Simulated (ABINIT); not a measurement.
**GaN (F-43m): G0W0 in ABINIT against the wavefunction cutoff in GW**

Aim: move the wavefunction cutoff in GW of a G0W0 run on GaN (F-43m) over a wide range.

Method: LDA and many-body steps on it, plane waves, in ABINIT 10.8.3.

## (1) Set-up

It takes space group F-43m (No. 216, cubic). Conventional cell: a = 4.507 Å, b = 4.507 Å, c = 4.507 Å, α = 90.00°, β = 90.00°, γ = 90.00°. Nearest to Ga lie 4 N at 1.95 Å. N has 4 Ga at 1.95 Å nearest. Farther neighbours and most contacts between anions are not listed.

The cell and positions are those that the Materials Project relaxed with its own functionals (PBE, PBE+U or r2SCAN), kept fixed. This is not the form that GaN usually takes at ambient conditions.

## (2) Screening, 4×4×4 mesh, 26 bands, screening to 130.6 eV

This step: ABINIT 10.8.3; RPA screening on LDA, plane waves, norm-conserving pseudopotentials.

The RPA dielectric matrix is built and inverted for each q.

run.abi

```
acell 3*1.0 Angstrom
rprim 
  0.000000000000 2.253500607500 2.253500607500
  2.253500607500 0.000000000000 2.253500607500
  2.253500607500 2.253500607500 0.000000000000
ntypat 2
znucl 31 7
natom 2
typat 1 2
xred 
  0.000000000000 0.000000000000 0.000000000000
  0.750000000000 0.750000000000 0.750000000000
pp_dirpath "pseudos"
pseudos "Ga.upf, N.upf"
ecut 36
ngkpt 4 4 4
nshiftk 1
shiftk 0 0 0
kptopt 1
chksymbreak 0
istwfk *1
occopt 1
irdwfk 1
optdriver 3
nband 26
ecuteps 4.8
inclvkb 2
awtr 1
symchi 1
ecutwfn 10.8
indata_prefix "in"
outdata_prefix "out"
tmpdata_prefix "tmp"
```

On the command line:

```console
$ OMP_NUM_THREADS=1 mpirun -n 4 abinit run.abi > log
```

The program printed:

```text
.Version 10.8.3 of ABINIT. v10.8.2 released Aug 2026.

 Symmetries : space group F-4 3 m (#216); Bravais cF (face-center cubic)
[... echo of the input left out ...]
== DATASET  1 ==================================================================
-   mpi_nproc: 4, omp_nthreads: 1 (-1 if OMP is not activated)

--- !DatasetInfo
iteration_state: {dtset: 1, }
dimensions: {natom: 2, nkpt: 8, mband: 26, nsppol: 1, nspinor: 1, nspden: 1, mpw: 274, }
cutoff_energies: {ecut:  10.8, pawecutdg:  -1.0, }
electrons: {nelect:   1.80000000E+01, charge:   0.00000000E+00, occopt:   1.00000000E+00, tsmear:   1.00000000E-02, }

 SCREENING: Calculation of the susceptibility and dielectric matrices

 Based on a program developped by R.W. Godby, V. Olevano, G. Onida, and L. Reining.
 Incorporated in ABINIT by V. Olevano, G.-M. Rignanese, and M. Torrent.
.Using double precision arithmetic ; gwpc =  8

[... cell and pseudopotentials left out ...]
--------------------------------------------------------------------------------

 ==== K-mesh for the wavefunctions ====
 Number of points in the irreducible wedge :     8
[... list of points left out ...]
 Together with 24 symmetry operations and time-reversal symmetry
 yields    64 points in the full Brillouin Zone.

 ==== Q-mesh for the screening function ====
 Number of points in the irreducible wedge :     8
[... list of points left out ...]
 Together with 24 symmetry operations and time-reversal symmetry
 yields    64 points in the full Brillouin Zone.

 setmesh: FFT mesh size selected  =    15x   15x   15
          total number of points  =         3375

 vcoul_init : cutoff-mode = AUXILIARY_FUNCTION
 q-points for optical limit:   1
     1)      0.000010    0.000020    0.000030

- screening: taking advantage of time-reversal symmetry
- Maximum band index for partially occupied states nbvw = 9
- Remaining bands to be divided among processors   nbcw = 17
- Number of bands treated by each node ~4

 Number of electrons calculated from density =   16.6037; Expected =   18.0000
 average of density, n =  0.107499
 r_s =    1.3047
 omega_plasma =   31.6270 [eV]

 calculating chi0 at frequencies [eV] :
  1    0.000000E+00    0.000000E+00
  2    0.000000E+00    3.162698E+01

--------------------------------------------------------------------------------
  q-point number  1        q = ( 0.000000, 0.000000, 0.000000) [r.l.u.]
--------------------------------------------------------------------------------
[... chi0 elements left out ...]
 For q-point:  0.000010 0.000020 0.000030
  dielectric constant =   9.7741
  dielectric constant without local fields =  10.3789

  Average fulfillment of the sum rule on Im[epsilon] for q-point    1 :     25.51  [%]
[... wings left out ...]
  q-point number  2        q = ( 0.250000, 0.000000, 0.000000) [r.l.u.]
--------------------------------------------------------------------------------
[... chi0 elements left out ...]
  Average fulfillment of the sum rule on Im[epsilon] for q-point    2 :     55.55  [%]

 [... 6 further q-points ...]
```

It took 2.1 s on 4 MPI ranks of Arm Neoverse V2, shared host; peak memory 0.07 GiB; 8 s of CPU time.

This step gave:

```
ε∞ with local fields, on this mesh, along the program's q direction : 9.774
the same without local fields                                       : 10.38
plasma frequency                                                    : 31.63 eV
plane waves in the screening matrix                                 : 65
```

Local fields lower ε∞ by 6 %. On a Γ-centred mesh this coarse the value itself is usually too large, while a short band sum pulls it down.

## (3) 10.8 Ha

This step: G0W0 on LDA, plane waves, norm-conserving pseudopotentials.

Edit run.abi of step 2 so:

```diff
@@ -23,8 +23,15 @@
 irdwfk 1
-optdriver 3
+optdriver 4
 nband 26
+gwcalctyp 0
+ecutsigx 10.8
+symsigma 1
+nkptgw 1
+kptgw 
+  0.0000000000 0.0000000000 0.0000000000
+bdgw 
+  7 13
 ecuteps 4.8
-inclvkb 2
-awtr 1
-symchi 1
+irdscr 1
+ppmodel 1
 ecutwfn 10.8
```

The program printed:

```text
.Version 10.8.3 of ABINIT. v10.8.2 released Aug 2026.

 Symmetries : space group F-4 3 m (#216); Bravais cF (face-center cubic)
[... echo of the input left out ...]
== DATASET  1 ==================================================================
-   mpi_nproc: 4, omp_nthreads: 1 (-1 if OMP is not activated)

--- !DatasetInfo
iteration_state: {dtset: 1, }
dimensions: {natom: 2, nkpt: 8, mband: 26, nsppol: 1, nspinor: 1, nspden: 1, mpw: 274, }
cutoff_energies: {ecut:  10.8, pawecutdg:  -1.0, }
electrons: {nelect:   1.80000000E+01, charge:   0.00000000E+00, occopt:   1.00000000E+00, tsmear:   1.00000000E-02, }

 SIGMA: Calculation of the GW corrections

 Based on a program developped by R.W. Godby, V. Olevano, G. Onida, and L. Reining.
 Incorporated in ABINIT by V. Olevano, G.-M. Rignanese, and M. Torrent.
.Using double precision arithmetic ; gwpc =  8

[... cell and pseudopotentials left out ...]
--------------------------------------------------------------------------------

 ==== K-mesh for the wavefunctions ====
 Number of points in the irreducible wedge :     8
[... list of points left out ...]
 Together with 24 symmetry operations and time-reversal symmetry
 yields    64 points in the full Brillouin Zone.

 ==== Q-mesh for screening function ====
 Number of points in the irreducible wedge :     8
[... list of points left out ...]
 Together with 24 symmetry operations and time-reversal symmetry
 yields    64 points in the full Brillouin Zone.

 vcoul_init : cutoff-mode = AUXILIARY_FUNCTION
 q-points for optical limit:   1
     1)      0.000010    0.000020    0.000030
 setmesh: FFT mesh size selected  =    18x   18x   18
          total number of points  =         5832

 Number of electrons calculated from density =   16.6037; Expected =   18.0000
 average of density, n =  0.107499
 r_s =    1.3047
 omega_plasma =   31.6270 [eV]

 === KS Band Gaps ===
  >>>> For spin  1
   Minimum direct gap =   1.7696 [eV], located at k-point      :   0.0000  0.0000  0.0000
   Fundamental gap    =   1.7696 [eV], Top of valence bands at :   0.0000  0.0000  0.0000
                                       Bottom of conduction at :   0.0000  0.0000  0.0000
 SIGMA fundamental parameters:
 PLASMON POLE MODEL  1
 number of plane-waves for SigmaX                  259
 number of plane-waves for SigmaC and W             65
 number of plane-waves for wavefunctions           259
 number of bands                                    26
 number of independent spin polarizations            1
 number of spinorial components                      1
 number of k-points in IBZ                           8
 number of q-points in IBZ                           8
 number of symmetry operations                      24
 number of k-points in BZ                           64
 number of q-points in BZ                           64
 number of frequencies for dSigma/dE                 9
 frequency step for dSigma/dE [eV]                0.25
 number of omega for Sigma on real axis              0
 max omega for Sigma on real axis  [eV]           0.00
 zcut for avoiding poles [eV]                     0.10

 EPSILON^-1 parameters (SCR file):
 dimension of the eps^-1 matrix on file             65
 dimension of the eps^-1 matrix used                65
 number of plane-waves for wavefunctions           259
 number of bands                                    26
 number of q-points in IBZ                           8
 number of frequencies                               2
 number of real frequencies                          1
 number of imag frequencies                          1

 matrix elements of self-energy operator (all in [eV])

 Perturbative Calculation

--- !SelfEnergy_ee
iteration_state: {dtset: 1, }
kpoint     : [   0.000,    0.000,    0.000, ]
spin       : 1
KS_gap     :    1.770
QP_gap     :    2.167
Delta_QP_KS:    0.397
data: !SigmaeeData |
     Band     E0 <VxcDFT>   SigX SigC(E0)      Z dSigC/dE  Sig(E)    E-E0       E
        7   4.956 -17.209 -19.945   3.612   0.801  -0.248 -16.507   0.702   5.658
        8   4.956 -17.209 -19.945   3.612   0.801  -0.248 -16.507   0.702   5.658
        9   4.956 -17.209 -19.945   3.612   0.801  -0.248 -16.507   0.702   5.658
       10   6.725 -14.382  -9.699  -3.336   0.816  -0.225 -13.282   1.100   7.825
       11  15.112 -12.997  -7.232  -4.166   0.830  -0.206 -11.671   1.326  16.438
       12  15.112 -12.997  -7.232  -4.166   0.830  -0.206 -11.671   1.326  16.438
       13  15.112 -12.997  -7.232  -4.166   0.830  -0.206 -11.671   1.326  16.438

== END DATASET(S) ==============================================================
================================================================================

 -outvars: echo values of variables after computation  --------
           etotal      0.0000000000E+00
            nband          26
             nkpt           8
          spgroup         216
 [... the other variables as echoed above ...]

 Calculation completed.
```

Wall time 1.9 s (4 MPI ranks); peak memory 0.07 GiB; 7 s of CPU time.

Numbers from this step:

| Quantity | Value |
| --- | --- |
| G0W0 gap on the points computed | 2.167 eV |
| starting gap on the mesh | 1.770 eV |
| k of the valence top | 0, 0, 0 |
| k of the conduction bottom | 0, 0, 0 |
| Z at the valence top | 0.801 |
| Z at the conduction bottom | 0.816 |
| least direct G0W0 gap on the computed points | 2.167 eV |

## (4) Screening, 4×4×4 mesh, 26 bands, screening to 130.6 eV

This step: RPA screening on LDA, plane waves, norm-conserving pseudopotentials.

Edit run.abi of step 3 so:

```diff
@@ -23,16 +23,9 @@
 irdwfk 1
-optdriver 4
+optdriver 3
 nband 26
-gwcalctyp 0
-ecutsigx 10.8
-symsigma 1
-nkptgw 1
-kptgw 
-  0.0000000000 0.0000000000 0.0000000000
-bdgw 
-  7 13
 ecuteps 4.8
-irdscr 1
-ppmodel 1
-ecutwfn 10.8
+inclvkb 2
+awtr 1
+symchi 1
+ecutwfn 18
 indata_prefix "in"
```

The program printed:

```text
.Version 10.8.3 of ABINIT. v10.8.2 released Aug 2026.

 Symmetries : space group F-4 3 m (#216); Bravais cF (face-center cubic)
[... echo of the input left out ...]
== DATASET  1 ==================================================================
-   mpi_nproc: 4, omp_nthreads: 1 (-1 if OMP is not activated)

--- !DatasetInfo
iteration_state: {dtset: 1, }
dimensions: {natom: 2, nkpt: 8, mband: 26, nsppol: 1, nspinor: 1, nspden: 1, mpw: 588, }
cutoff_energies: {ecut:  18.0, pawecutdg:  -1.0, }
electrons: {nelect:   1.80000000E+01, charge:   0.00000000E+00, occopt:   1.00000000E+00, tsmear:   1.00000000E-02, }

 SCREENING: Calculation of the susceptibility and dielectric matrices

 Based on a program developped by R.W. Godby, V. Olevano, G. Onida, and L. Reining.
 Incorporated in ABINIT by V. Olevano, G.-M. Rignanese, and M. Torrent.
.Using double precision arithmetic ; gwpc =  8

[... cell and pseudopotentials left out ...]
--------------------------------------------------------------------------------

 ==== K-mesh for the wavefunctions ====
 Number of points in the irreducible wedge :     8
[... list of points left out ...]
 Together with 24 symmetry operations and time-reversal symmetry
 yields    64 points in the full Brillouin Zone.

 ==== Q-mesh for the screening function ====
 Number of points in the irreducible wedge :     8
[... list of points left out ...]
 Together with 24 symmetry operations and time-reversal symmetry
 yields    64 points in the full Brillouin Zone.

 setmesh: FFT mesh size selected  =    18x   18x   18
          total number of points  =         5832

 vcoul_init : cutoff-mode = AUXILIARY_FUNCTION
 q-points for optical limit:   1
     1)      0.000010    0.000020    0.000030

- screening: taking advantage of time-reversal symmetry
- Maximum band index for partially occupied states nbvw = 9
- Remaining bands to be divided among processors   nbcw = 17
- Number of bands treated by each node ~4

 Number of electrons calculated from density =   17.8421; Expected =   18.0000
 average of density, n =  0.115517
 r_s =    1.2738
 omega_plasma =   32.7853 [eV]

 calculating chi0 at frequencies [eV] :
  1    0.000000E+00    0.000000E+00
  2    0.000000E+00    3.278525E+01

--------------------------------------------------------------------------------
  q-point number  1        q = ( 0.000000, 0.000000, 0.000000) [r.l.u.]
--------------------------------------------------------------------------------
[... chi0 elements left out ...]
 For q-point:  0.000010 0.000020 0.000030
  dielectric constant =   9.2402
  dielectric constant without local fields =   9.8188

  Average fulfillment of the sum rule on Im[epsilon] for q-point    1 :     24.97  [%]
[... wings left out ...]
  q-point number  2        q = ( 0.250000, 0.000000, 0.000000) [r.l.u.]
--------------------------------------------------------------------------------
[... chi0 elements left out ...]
  Average fulfillment of the sum rule on Im[epsilon] for q-point    2 :     44.97  [%]

 [... 6 further q-points ...]
```

Wall time 2.6 s (4 MPI ranks); peak memory 0.07 GiB; 9.9 s of CPU time.

This step gave:

* ε∞ with local fields, on this mesh, along the program's q direction: 9.240
* the same without local fields: 9.819
* plasma frequency: 32.79 eV
* plane waves in the screening matrix: 65

## (5) 18 Ha

The self-energy is evaluated for the states that the input lists, and the levels follow from it, in one-shot runs by the linearised quasiparticle equation.

This step: G0W0 on LDA, plane waves, norm-conserving pseudopotentials.

Edit run.abi of step 4 so:

```diff
@@ -23,8 +23,15 @@
 irdwfk 1
-optdriver 3
+optdriver 4
 nband 26
+gwcalctyp 0
+ecutsigx 18
+symsigma 1
+nkptgw 1
+kptgw 
+  0.0000000000 0.0000000000 0.0000000000
+bdgw 
+  7 13
 ecuteps 4.8
-inclvkb 2
-awtr 1
-symchi 1
+irdscr 1
+ppmodel 1
 ecutwfn 18
```

The program printed:

```text
.Version 10.8.3 of ABINIT. v10.8.2 released Aug 2026.

 Symmetries : space group F-4 3 m (#216); Bravais cF (face-center cubic)
[... echo of the input left out ...]
== DATASET  1 ==================================================================
-   mpi_nproc: 4, omp_nthreads: 1 (-1 if OMP is not activated)

--- !DatasetInfo
iteration_state: {dtset: 1, }
dimensions: {natom: 2, nkpt: 8, mband: 26, nsppol: 1, nspinor: 1, nspden: 1, mpw: 588, }
cutoff_energies: {ecut:  18.0, pawecutdg:  -1.0, }
electrons: {nelect:   1.80000000E+01, charge:   0.00000000E+00, occopt:   1.00000000E+00, tsmear:   1.00000000E-02, }

 SIGMA: Calculation of the GW corrections

 Based on a program developped by R.W. Godby, V. Olevano, G. Onida, and L. Reining.
 Incorporated in ABINIT by V. Olevano, G.-M. Rignanese, and M. Torrent.
.Using double precision arithmetic ; gwpc =  8

[... cell and pseudopotentials left out ...]
--------------------------------------------------------------------------------

 ==== K-mesh for the wavefunctions ====
 Number of points in the irreducible wedge :     8
[... list of points left out ...]
 Together with 24 symmetry operations and time-reversal symmetry
 yields    64 points in the full Brillouin Zone.

 ==== Q-mesh for screening function ====
 Number of points in the irreducible wedge :     8
[... list of points left out ...]
 Together with 24 symmetry operations and time-reversal symmetry
 yields    64 points in the full Brillouin Zone.

 vcoul_init : cutoff-mode = AUXILIARY_FUNCTION
 q-points for optical limit:   1
     1)      0.000010    0.000020    0.000030
 setmesh: FFT mesh size selected  =    24x   24x   24
          total number of points  =        13824

 Number of electrons calculated from density =   17.8421; Expected =   18.0000
[...]
number of q-points in BZ                           64
 number of frequencies for dSigma/dE                 9
 frequency step for dSigma/dE [eV]                0.25
 number of omega for Sigma on real axis              0
 max omega for Sigma on real axis  [eV]           0.00
 zcut for avoiding poles [eV]                     0.10

 EPSILON^-1 parameters (SCR file):
 dimension of the eps^-1 matrix on file             65
 dimension of the eps^-1 matrix used                65
 number of plane-waves for wavefunctions           537
 number of bands                                    26
 number of q-points in IBZ                           8
 number of frequencies                               2
 number of real frequencies                          1
 number of imag frequencies                          1

 matrix elements of self-energy operator (all in [eV])

 Perturbative Calculation

--- !SelfEnergy_ee
iteration_state: {dtset: 1, }
kpoint     : [   0.000,    0.000,    0.000, ]
spin       : 1
KS_gap     :    1.770
QP_gap     :    2.174
Delta_QP_KS:    0.405
data: !SigmaeeData |
     Band     E0 <VxcDFT>   SigX SigC(E0)      Z dSigC/dE  Sig(E)    E-E0       E
        7   4.956 -18.012 -20.993   3.690   0.793  -0.261 -17.449   0.563   5.519
        8   4.956 -18.012 -20.993   3.690   0.793  -0.261 -17.449   0.563   5.519
        9   4.956 -18.012 -20.993   3.690   0.793  -0.261 -17.449   0.563   5.519
       10   6.725 -14.260  -9.738  -3.335   0.815  -0.227 -13.293   0.968   7.693
       11  15.112 -12.739  -7.216  -4.175   0.831  -0.203 -11.619   1.121  16.232
       12  15.112 -12.739  -7.216  -4.175   0.831  -0.203 -11.619   1.121  16.232
       13  15.112 -12.739  -7.216  -4.175   0.831  -0.203 -11.619   1.121  16.232

== END DATASET(S) ==============================================================
================================================================================

 -outvars: echo values of variables after computation  --------
           etotal      0.0000000000E+00
            nband          26
             nkpt           8
          spgroup         216
 [... the other variables as echoed above ...]

 Calculation completed.
```

It took 1.9 s on 4 MPI ranks; peak memory 0.07 GiB; 7.2 s of CPU time.

Numbers from this step:

```yaml
g0w0_gap_on_the_points_computed: 2.174 eV
starting_gap_on_the_mesh: 1.770 eV
k_of_the_valence_top: 0, 0, 0
k_of_the_conduction_bottom: 0, 0, 0
z_at_the_valence_top: 0.793
z_at_the_conduction_bottom: 0.815
least_direct_g0w0_gap_on_the_computed_points: 2.174 eV
```

The gap on the mesh goes from 1.77 eV to 2.17 eV, a correction of +0.40 eV.

## (6) Screening, 4×4×4 mesh, 26 bands, screening to 130.6 eV

This step: RPA screening on LDA, plane waves, norm-conserving pseudopotentials.

Edit run.abi of step 5 so:

```diff
@@ -23,16 +23,9 @@
 irdwfk 1
-optdriver 4
+optdriver 3
 nband 26
-gwcalctyp 0
-ecutsigx 18
-symsigma 1
-nkptgw 1
-kptgw 
-  0.0000000000 0.0000000000 0.0000000000
-bdgw 
-  7 13
 ecuteps 4.8
-irdscr 1
-ppmodel 1
-ecutwfn 18
+inclvkb 2
+awtr 1
+symchi 1
+ecutwfn 27
 indata_prefix "in"
```

The program printed:

```text
.Version 10.8.3 of ABINIT. v10.8.2 released Aug 2026.

 Symmetries : space group F-4 3 m (#216); Bravais cF (face-center cubic)
[... echo of the input left out ...]
== DATASET  1 ==================================================================
-   mpi_nproc: 4, omp_nthreads: 1 (-1 if OMP is not activated)

--- !DatasetInfo
iteration_state: {dtset: 1, }
dimensions: {natom: 2, nkpt: 8, mband: 26, nsppol: 1, nspinor: 1, nspden: 1, mpw: 1056, }
cutoff_energies: {ecut:  27.0, pawecutdg:  -1.0, }
[...]
--------------------------------------------------------------------------------
[... chi0 elements left out ...]
 For q-point:  0.000010 0.000020 0.000030
  dielectric constant =   8.9845
  dielectric constant without local fields =   9.5472

  Average fulfillment of the sum rule on Im[epsilon] for q-point    1 :     25.20  [%]
[... wings left out ...]
  q-point number  2        q = ( 0.250000, 0.000000, 0.000000) [r.l.u.]
--------------------------------------------------------------------------------
[... chi0 elements left out ...]
  Average fulfillment of the sum rule on Im[epsilon] for q-point    2 :     44.91  [%]

 [... 6 further q-points ...]
```

Run time: 2.5 s. Hardware: 4 MPI ranks; peak memory 0.08 GiB; 9.4 s of CPU time.

Numbers from this step:

```yaml
eps_infinity_with_local_fields_on_this_mesh_along_the_program_s_q_direction: 8.985
the_same_without_local_fields: 9.547
plasma_frequency: 32.93 eV
plane_waves_in_the_screening_matrix: 65
```

[end of part 1 of 2]

[Paths, hosts, dates, memory and timing lines, banners, echoed tables and standing remarks are left out of the program output.]

[Logs are printed without paths, hosts, clocks, repeated set-up lines and the standing remarks that a program may print on its own settings, such as how far it seeks lower states.]

[Runs of the session that timed out or met a known fault of the program may be left out.]

[Hosts, paths, dates, database ids (printed as entryN), source tags and the programs' standing remarks are cut or masked in the printed files.]

[G0W0 gaps are taken among the corrected bands and points alone; a level outside them can change the order at an edge.]

[Where Ansatz stands beside ABINIT at settings called matched, ABINIT's density can come from a denser mesh and the files from another edition; pairs whose starting gaps differed by over 0.03 eV were left out, so agreement reads better than it is.]
